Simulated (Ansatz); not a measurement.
MoS₂ (P6_3/mmc), random displacements

The calculation used DFT PBE+D3(BJ), scalar-relativistic, plane waves, PAW (Ansatz). Cutoff 420 eV, Γ-centred 12×12×4 k-points, Gaussian smearing of 0.05 eV. No spin polarisation. Energies are free energies at this smearing, counted from the undisturbed cell; pressure is positive in compression.

Zero of the scan (relaxed at this level):

```
Mo S
1.0
     3.14935    0.00000    0.00000
    -1.57468    2.72742    0.00000
     0.00000    0.00000   12.09075
Mo S
2 4
Cartesian
  0.0000 1.8183 3.0227
  1.5747 0.9091 9.0681
  0.0000 1.8183 7.5022
  1.5747 0.9091 1.4568
  0.0000 1.8183 10.6339
  1.5747 0.9091 4.5886
```

The atoms are displaced (Å, in the unstrained cell):

| atom | ux | uy | uz |
| --- | --- | --- | --- |
| Mo1 | -0.016 | 0.000 | -0.040 |
| Mo2 | 0.037 | 0.113 | 0.137 |
| S3 | -0.166 | -0.120 | 0.064 |
| S4 | 0.171 | 0.003 | 0.000 |
| S5 | -0.018 | 0.043 | -0.112 |
| S6 | -0.008 | -0.039 | -0.049 |

The cell is not strained.

**Question.** What are the energy change, the stress and the forces?

**Answer.** ΔE = 220.3 meV/atom; stress (xx, yy, zz, yz, xz, xy; compression positive) (8.87, 5.71, 14.53, -0.07, 1.43, 2.65) GPa; gap on the mesh 0.30 eV.
```csv
atom,Fx (eV/Å),Fy,Fz
Mo1,2.19,-0.19,0.96
Mo2,-2.75,-3.00,-4.72
S3,1.88,1.75,-0.53
S4,-2.03,-0.26,-1.25
S5,0.89,1.25,5.23
S6,-0.18,0.45,0.31
```